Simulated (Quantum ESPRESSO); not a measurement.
Ga under changes of volume

One of the cells (18.543 Å³/atom); the others are scaled copies at fixed shape and fractional positions:

```xyz
2
Lattice="1.3830 -4.0265 0.0000 1.3830 4.0265 0.0000 -0.1174 0.0000 3.3299" Properties=species:S:1:pos:R:3 pbc="T T T"
Ga    1.2949    2.9716    2.4974
Ga    1.3536   -2.9716    0.8325
```

This isn't the form of Ga at room conditions, which is orthorhombic.

```yaml
Program: Quantum ESPRESSO 7.5
Functional: LDA
Potentials_or_basis: GBRV 1.5 LDA
Cutoff: 762 eV
Density_cutoff: 6095 eV
k_mesh: 10 × 10 × 8
Occupations: fermi-dirac, width 0.05 eV
Spin: no spin polarisation
```

```csv
volume (Å³/atom),energy over the lowest point (meV/atom),pressure (GPa)
17.431,0.00,-0.4
17.801,2.52,-1.8
18.172,?,?
18.543,15.77,-3.9
18.914,25.79,-4.8
19.285,37.61,-5.5
19.656,50.94,-6.1
```

Task: What does the run at 18.172 Å³/atom give?

Result: Energy over the lowest point 7.90 meV/atom; pressure -2.9 GPa.

Worked out: A Birch-Murnaghan fit of order 3 (a polynomial in V^(-2/3)) to the other rows has its minimum at 17.33 Å³/atom, just outside them, with B0 = V·E''(V) = 71 GPa and B' = 6.0 at fixed shape and positions, which overstates the stiffness. It gives 7.91 meV/atom at 18.172 Å³/atom, against the run's 7.90, and -dE/dV = -2.9 GPa, against -2.9.

Energies are extrapolated to zero smearing.
